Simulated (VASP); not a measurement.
# CaO (strained rocksalt): one PBE single-point calculation in two programs

```
Ca O
1.0
     0.00000    2.46948    2.36304
     2.46948    0.00000    2.36304
     2.46948    2.46948    0.00000
Ca O
1 1
Cartesian
  0.0000 0.0000 0.0000
  2.4695 2.4695 2.3630
```

Datasets and cutoffs are each program's own. VASP's cell holds 16 valence electrons and Ansatz's 16. Ansatz's stress includes a Pulay correction; VASP's doesn't.

Cutoffs: 520 eV in VASP, 420 eV in Ansatz. k meshes: 10×10×10 and 10×10×10.

|  | VASP | Ansatz |
| --- | --- | --- |
| gap between bands v and c | 3.49 eV | 3.51 eV |
| least direct gap | 4.00 eV | 4.02 eV |
| pressure | -1.3 GPa | -1.8 GPa |

Band v is the last that the valence electrons fill when counted band by band, and c is the next. Levels in eV from the top of v, Ansatz:

| point | v−1 | v | c | c+1 |
| --- | --- | --- | --- | --- |
| Γ | -0.10 | 0.00 | 4.31 | 6.00 |
| X | -0.44 | -0.36 | 3.65 | 7.65 |
| K | -1.11 | -0.84 | 4.89 | 7.72 |
| L | -1.20 | -1.19 | 6.81 | 8.09 |
| W | -1.18 | -0.97 | 5.99 | 6.11 |

VASP:

| point | v−1 | v | c | c+1 |
| --- | --- | --- | --- | --- |
| Γ | -0.10 | 0.00 | 4.29 | 5.98 |
| X | -0.45 | -0.37 | 3.64 | 7.64 |
| K | -1.11 | -0.84 | 4.87 | 7.72 |
| L | -1.21 | -1.20 | 6.81 | 8.09 |
| W | -1.18 | -0.97 | 5.98 | 6.10 |
